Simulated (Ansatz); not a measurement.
# C (P6_3/mmc) in Ansatz: a series of runs

One crystal, C, is run at these levels: PBE, r2SCAN; tasks: band structure.

The COD entry that gives the cell may itself be a prediction, so a difference from it is no test against experiment.

All numbers are computed with Ansatz 0.2.0; they aren't measurements. Logs are shortened: lines on timing, memory, paths and dates and some standing lists are left out, and cuts for length are marked.

### Step 1. The structure

The structure is hexagonal, space group P6_3/mmc (No. 194). The conventional cell has a = 2.522 Å, b = 2.522 Å, c = 8.237 Å, α = 90.00°, β = 90.00°, γ = 120.00°. C (site symmetry 3m) is surrounded by 4 C at 1.54 Å. Around C (site symmetry 3m) lie 4 C at 1.54 Å.

This is a hexagonal form of diamond, not graphite.

### Step 2. Band structure, PBE

Input file input.yaml:

```yaml
crystal:
  lattice:
    - [2.5221, 0.0, 0.0]
    - [-1.26105, 2.1842026709, 0.0]
    - [0.0, 0.0, 8.2371]
  atoms:
    - { symbol: C, position: [0.6666666667, 0.3333333333, 0.84375] }
    - { symbol: C, position: [0.3333333333, 0.6666666667, 0.34375] }
    - { symbol: C, position: [0.6666666667, 0.3333333333, 0.65625] }
    - { symbol: C, position: [0.3333333333, 0.6666666667, 0.15625] }
    - { symbol: C, position: [0.0, 0.0, 0.90625] }
    - { symbol: C, position: [0.0, 0.0, 0.40625] }
    - { symbol: C, position: [0.0, 0.0, 0.59375] }
    - { symbol: C, position: [0.0, 0.0, 0.09375] }
hamiltonian:
  xc: pbe
  pseudopotentials: { kind: paw }
kpoints:
  mp_grid: { grid: [12, 12, 4] }
  band_path:
    path:
      - [[0.0, 0.0, 0.0], [0.5, 0.0, 0.0], [0.3333333333, 0.3333333333, 0.0], [0.0, 0.0, 0.0], [0.0, 0.0, 0.5], [0.5, 0.0, 0.5], [0.3333333333, 0.3333333333, 0.5], [0.0, 0.0, 0.5]]
      - [[0.5, 0.0, 0.5], [0.5, 0.0, 0.0]]
      - [[0.3333333333, 0.3333333333, 0.0], [0.3333333333, 0.3333333333, 0.5]]
    npoints: 10
scf:
  occupations: { method: fermi_dirac, width: 0.05 }
  n_extra_bands: 20
output:
  forces: true
  stress: true
  eigenvalues: true
  fatbands: false
```

Potentials or basis: Ansatz PAW.

Command:

```sh
$ ansatz run input.yaml --threads 4 --pin off --max-ram 11264MiB --backend cpu --events-out ev --progress --plain --runs-dir out
```

The program printed:

```text
Warning: RAYON_NUM_THREADS=4 ignored (pool sized by the plan → 4); use --threads N
scf.n_extra_bands = 20 over 16 filled bands (N_el = 32.0): the run solves 36 bands
Engine: ansatz 0.2.0, aarch64-unknown-linux-gnu
Pseudopotentials: kind: paw
Pseudopotential: C, paw, valence charge 4, recommended cutoff 420 eV (normal), C.paw.azcp
Functional definition: PBE
  parameter kappa = 0.804
  parameter beta = 0.06672455060314922
  exchange = pbe_x(kappa = kappa, mu = beta*pi^2/3)
  correlation = pbe_c(beta = beta)
Crystal: 8 atoms, lattice volume = 45.376 Å³
Basis set: ecut = 420 eV, 909 PW (Γ), exchange–correlation on 36×36×120 points (8 copies of the dense FFT grid, shifted against one another)
Bands: 36, of which v1, the nominal top of the filled ones, is band 16 counted from 1 (15 counted from 0)
Symmetry: 24 space group operations
Space group: P63/mmc (ITA 194), of the structure as read, at distance tolerance 3.6e-5 Å
k-points: 57 of 576
Non-local potential: C, projectors of the file, l = 0: 2, l = 1: 2, l = 2: 1
PAW form: soft (Blöchl's): semilocal exchange-correlation on the pseudo side does not see the compensation charge
PAW one-centre angular grid: C, 110 points (default); XC on 64 Gauss nodes
Initial density: superposition of atomic densities (neutral atoms: chi_scale 0, normalization atom), corrected by the library's trained network
Initial wavefunctions: pseudopotential atomic-orbital guess
Functional: x = pbe(κ = 0.804, μ = 0.2195149727645171), c = pbe(β = 0.06672455060314922)
SCF iter   1: F=—  HF=-2006.370109 eV  |F-HF|=—  |Δ(HF+E_count)|=         —  Δρ=3.18e-3  dr2=2.78e-3  ethr=1.77e-3  ⟨swp⟩=5.8  Hψ=9152  notcnv=0  defer=103
preconditioner: auto → none  [insulator: Δε(μ)=4.430 eV  Ē_g=21.500 eV  σ=0.050 eV  W_gap=1.00  n_scr=6 (ndim 8)  ℏωp=31.2 eV  f_vac=0.000  D(μ)=0.00/eV (n_scr^D=0)  ε∞_Penn≈3.1]
SCF iter   2: F=—  HF=-2006.369284 eV  |F-HF|=—  |Δ(HF+E_count)|=   8.24e-4  Δρ=1.31e-3  dr2=2.56e-4  ethr=8.69e-6  ⟨swp⟩=2.3  Hψ=3237  notcnv=0  defer=397
SCF iter   3: F=—  HF=-2006.369442 eV  |F-HF|=—  |Δ(HF+E_count)|=   1.58e-4  Δρ=4.79e-4  dr2=2.80e-5  ethr=7.99e-7  ⟨swp⟩=2.2  Hψ=2190  notcnv=0  defer=397
SCF iter   4: F=—  HF=-2006.369496 eV  |F-HF|=—  |Δ(HF+E_count)|=   5.40e-5  Δρ=6.24e-5  dr2=4.83e-7  ethr=8.75e-8  ⟨swp⟩=2.2  Hψ=2242  notcnv=0  defer=397
iter 5 did not close the SCF: its close was put off for the readings that it lacked (scf_convergence_deferred on its scf_iter line)
SCF iter   5: F=-2006.369497 eV  HF=-2006.369497 eV  |F-HF|=2.77e-9  |Δ(HF+E_count)|=   6.74e-7  Δρ=3.83e-6  dr2=3.05e-9  ethr=1.51e-9  ⟨swp⟩=2.2  Hψ=2109  notcnv=0  defer=397
SCF iter   6: F=-2006.369497 eV  HF=-2006.369497 eV  |F-HF|=1.44e-10  |Δ(HF+E_count)|=   3.12e-9  Δρ=6.74e-7  dr2=9.42e-11  ethr=9.52e-12  ⟨swp⟩=6.3  Hψ=9229  notcnv=0
SCF 1 converged in 6 iterations: F = -2006.369497 eV  dr2 = 9.42e-11
NSCF: frozen V_eff on 93 k-points
SCF converged after 6 iterations
Free energy (F): -2006.369497 eV
Harris-Foulkes:  -2006.369497 eV  (|F-HF|=1.44e-10)
Internal energy: -2006.369497 eV  (E = F + TS)
E sigma→0 (E₀):  -2006.369497 eV
Fermi energy:    15.622328 eV
--- Per-component energies (eV) ---
  E_band       = 138.786295
  E_kinetic    = 738.126281
  E_local      = -491.502305  (includes V_loc(G=0)·N_el)
  E_nonlocal   = 213.356210
  E_hartree    = 107.987788
  E_xc         = -389.780267
  E_vxc        = -483.903472  (∫ρ·V_xc dr)
  E_paw        = -793.746898  (= ΣΔE_a)
  E_vpaw       = -53.266048  (= ΣTr[D̂ρ^β])
  E_aug_tail   = 0.000068  (compensation charges beyond the density's cutoff)
  E_ewald      = -1390.810376
  E_smearing   = -0.000000  (= −TS)
  E_closure    = 0.000000  (closes the sum)
  Σ components = -2006.369497   (vs F -2006.369497, Δ=0.00e0)
--- Forces (eV/Å), atoms counted from 1 ---
  atom   1  C      0.00000000    -0.00000000     0.31809291
  atom   2  C      0.00000000     0.00000000     0.31809291
  atom   3  C      0.00000000    -0.00000000    -0.31809291
  atom   4  C     -0.00000000     0.00000000    -0.31809291
  atom   5  C      0.00000000     0.00000000     0.32940868
  atom   6  C     -0.00000000    -0.00000000     0.32940868
  atom   7  C      0.00000000     0.00000000    -0.32940868
  atom   8  C     -0.00000000    -0.00000000    -0.32940868
  max |Σ_I F_I| component: 9.25e-17 eV/Å
--- Stress (GPa, compression-positive) ---
       -1.839746       0.000000       0.000000
        0.000000      -1.839746       0.000000
        0.000000       0.000000      10.455374
  P = ⅓ Tr σ = 2.2586 GPa (22.586 kbar)
--- Band table (eV; the first three rows and the last of 57) ---
  k-point 0: bands = ["-8.1761", "-6.4825", "-6.4323", "-2.3641", "-0.0824", "6.7124", "6.7891", "10.4117", "10.4117", "11.4853", "11.4853", "11.7091", "11.7091", "13.2286", "13.4514", "13.4514", "18.6411", "18.6411", "19.1665", "20.4581", "20.4581", "20.8156", "21.3990", "21.3990", "21.6576", "21.6754", "22.4476", "22.4476", "26.8861", "27.8781", "29.1250", "30.5460", "31.8433", "31.8515", "34.3440", "34.3790"]
  k-point 1: bands = ["-8.0677", "-7.2053", "-5.5092", "-3.1567", "0.8899", "4.6414", "8.8871", "10.4900", "10.4900", "11.0902", "11.0902", "12.1873", "12.1873", "12.5394", "13.2557", "13.2557", "18.8706", "18.8706", "19.5190", "20.0818", "20.0818", "20.6490", "21.6594", "21.6712", "21.6722", "21.6722", "22.3449", "22.3449", "26.9769", "27.6293", "29.4274", "30.3792", "31.9047", "31.9048", "34.2393", "34.2481"]
  k-point 2: bands = ["-7.7433", "-7.7433", "-4.3831", "-4.3831", "2.6490", "2.6490", "10.7208", "10.7208", "10.7208", "10.7208", "10.9085", "10.9085", "12.7743", "12.7743", "12.7743", "12.7743", "19.4321", "19.4321", "19.4321", "19.4321", "20.1679", "20.1679", "21.6639", "21.6639", "22.0634", "22.0634", "22.0634", "22.0634", "27.2429", "27.2429", "29.9518", "29.9518", "31.9667", "31.9667", "34.1253", "34.1253"]
  k-point 56: bands = ["-0.7974", "-0.7974", "-0.6821", "-0.6821", "1.7509", "1.7509", "2.4458", "2.4458", "4.0660", "4.0660", "4.9196", "4.9196", "8.0882", "8.0882", "8.3470", "8.3470", "18.6901", "18.6901", "23.2204", "23.2204", "24.4975", "24.4975", "25.2860", "25.2860", "25.7533", "25.7533", "27.1591", "27.1591", "27.3852", "27.3852", "28.8120", "28.8120", "29.8679", "29.8679", "32.7881", "32.7881"]
```

bands.tsv:

```text
[... 114 lines left out ...]
9.003339	-16.419719	-16.419719	-16.304430	-16.304430	-13.871462	-13.871462	-13.176551	-13.176551	-11.556310	-11.556310	-10.702731	-10.702731	-7.534114	-7.534114	-7.275311	-7.275311	3.067818	3.067818	7.598105	7.598105	8.875163	8.875163	9.663636	9.663636	10.130995	10.130995	11.536769	11.536769	11.762857	11.762857	13.189644	13.189644	14.245600	14.245600	17.165818	17.165818
```

Wall time 2.1 s (4 threads of Arm Neoverse V1, shared host); peak memory 0.36 GiB.

What came out:

```yaml
Free_energy: -2006.3695 eV
Pressure: 2.3 GPa
Largest_force: 0.329 eV/Å
Band_gap_on_the_k_mesh: 4.42 eV, indirect (least direct gap 5.19 eV)
Band_gap_along_the_path: 4.42 eV, indirect (least direct gap 5.19 eV)
```

Forces on the atoms (eV/Å):
```
C    0.000  0.000  0.318
C    0.000  0.000  0.318
C    0.000  0.000 -0.318
C    0.000  0.000 -0.318
C    0.000  0.000  0.329
C    0.000  0.000  0.329
C    0.000  0.000 -0.329
C    0.000  0.000 -0.329
```

Levels at the corners of the path, in eV from the valence-band top:
```tsv
point	band 14	band 15	band 16	band 17	band 18	band 19
Γ	-0.22	0.00	0.00	5.19	5.19	5.72
M	-4.55	-3.71	-2.93	4.47	5.61	5.87
K	-5.66	-5.66	-4.03	6.28	6.28	7.90
Γ	-0.22	0.00	0.00	5.19	5.19	5.72
A	-0.68	-0.68	-0.68	5.98	5.98	5.98
L	-4.72	-3.66	-3.66	4.83	4.83	7.11
H	-5.36	-5.10	-5.10	5.24	5.24	9.77
A	-0.68	-0.68	-0.68	5.98	5.98	5.98
L	-4.72	-3.66	-3.66	4.83	4.83	7.11
M	-4.55	-3.71	-2.93	4.47	5.61	5.87
K	-5.66	-5.66	-4.03	6.28	6.28	7.90
H	-5.36	-5.10	-5.10	5.24	5.24	9.77
```

Caveat: the pressure holds a Pulay correction of +1.0 GPa for the finite cutoff. Expect the measured gap to be larger: semilocal functionals such as PBE lack the derivative discontinuity.

### Step 3. Band structure, r2SCAN

Changes to input.yaml since step 2:

```diff
@@ -15,3 +15,3 @@
 hamiltonian:
-  xc: pbe
+  xc: r2scan
   pseudopotentials: { kind: paw }
@@ -32,2 +32,2 @@
   eigenvalues: true
-  fatbands: false
+  fatbands: true
```

Potentials or basis: Ansatz PAW.

Command:

```sh
$ ansatz run input.yaml --threads 4 --pin off --max-ram 11264MiB --backend cpu --events-out ev --progress --plain --runs-dir out
```

It took 4.7 s on 4 threads of Arm Neoverse V2, shared host; peak memory 0.48 GiB.

The run converged. Its results:

- Free energy: -2012.3395 eV
- Pressure: -1.9 GPa
- Largest force: 0.359 eV/Å
- Band gap on the k mesh: 4.64 eV, indirect (least direct gap 5.45 eV)
- Band gap along the path: 4.65 eV, indirect (least direct gap 5.45 eV)

Forces on the atoms (eV/Å):
```
C    0.000  0.000  0.330
C    0.000  0.000  0.330
C    0.000  0.000 -0.330
C    0.000  0.000 -0.330
C    0.000  0.000  0.359
C    0.000  0.000  0.359
C    0.000  0.000 -0.359
C    0.000  0.000 -0.359
```

Stress tensor (GPa, compression positive):
```
-6.28  0.00  0.00
 0.00 -6.28  0.00
 0.00  0.00  6.80
```

Levels at the corners of the path, in eV from the valence-band top:
```csv
point,band 12,band 13,band 14,band 15,band 16,band 17,band 18,band 19,band 20,band 21
Γ,-1.85,-1.85,-0.23,0.00,0.00,5.45,5.45,6.00,7.38,7.38
M,-5.31,-5.29,-4.82,-3.91,-3.11,4.70,5.85,6.20,6.34,7.27
K,-7.86,-7.48,-5.95,-5.95,-4.27,6.68,6.68,8.26,8.87,8.87
Γ,-1.85,-1.85,-0.23,0.00,0.00,5.45,5.45,6.00,7.38,7.38
A,-2.71,-0.72,-0.72,-0.72,-0.72,6.29,6.29,6.29,6.29,7.07
L,-6.40,-4.98,-4.98,-3.87,-3.87,5.07,5.07,7.49,7.49,7.95
H,-8.92,-5.67,-5.67,-5.38,-5.38,5.55,5.55,10.24,10.24,11.65
A,-2.71,-0.72,-0.72,-0.72,-0.72,6.29,6.29,6.29,6.29,7.07
L,-6.40,-4.98,-4.98,-3.87,-3.87,5.07,5.07,7.49,7.49,7.95
M,-5.31,-5.29,-4.82,-3.91,-3.11,4.70,5.85,6.20,6.34,7.27
K,-7.86,-7.48,-5.95,-5.95,-4.27,6.68,6.68,8.26,8.87,8.87
H,-8.92,-5.67,-5.67,-5.38,-5.38,5.55,5.55,10.24,10.24,11.65
```

Caveat: the PAW data sets come from PBE, with cores solved anew for the run's functional, which leaves a small shift of forces and pressure. r2SCAN opens gaps a little over a GGA but as a rule still falls short of measured ones.
